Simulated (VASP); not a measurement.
**Sb under changes of volume**

One of the cells (26.156 Å³/atom); the others are scaled copies at fixed shape and fractional positions:

```
CELL_PARAMETERS angstrom
3.30346 0.00000 0.00000
-1.65173 2.86088 0.00000
0.00000 0.00000 5.53512
ATOMIC_POSITIONS crystal
Sb 0.66667 0.33333 0.75000
Sb 0.33333 0.66667 0.25000
```

This isn't the form of Sb at room conditions, which is rhombohedral.

| Item | Value |
| --- | --- |
| Program | VASP 6.6.1 |
| Functional | PBEsol |
| Potentials or basis | VASP PAW PBE potentials, release 64 (Sb) |
| Cutoff | 520 eV |
| k mesh | 8 × 8 × 4 |
| Occupations | fermi-dirac, width 0.05 eV |
| Spin | no spin polarisation |

```csv
volume (Å³/atom),energy over the lowest point (meV/atom),pressure (GPa)
25.109,9.96,3.2
25.633,2.38,1.5
26.156,0.00,0.0
26.679,?,?
27.202,8.68,-2.5
```

Problem. What does the run at 26.679 Å³/atom give?

Solution. Energy over the lowest point 2.26 meV/atom; pressure -1.3 GPa.

Worked out: A Birch-Murnaghan fit of order 2 (a polynomial in V^(-2/3)) to the other rows has its minimum at 26.16 Å³/atom with B0 = V·E''(V) = 71 GPa at fixed shape and positions, which overstates the stiffness. It gives 2.23 meV/atom at 26.679 Å³/atom, against the run's 2.26, and -dE/dV = -1.4 GPa, against -1.3.

Energies are extrapolated to zero smearing.

Caveats: the PAW data sets were made with another functional, which shifts forces and pressure a little.
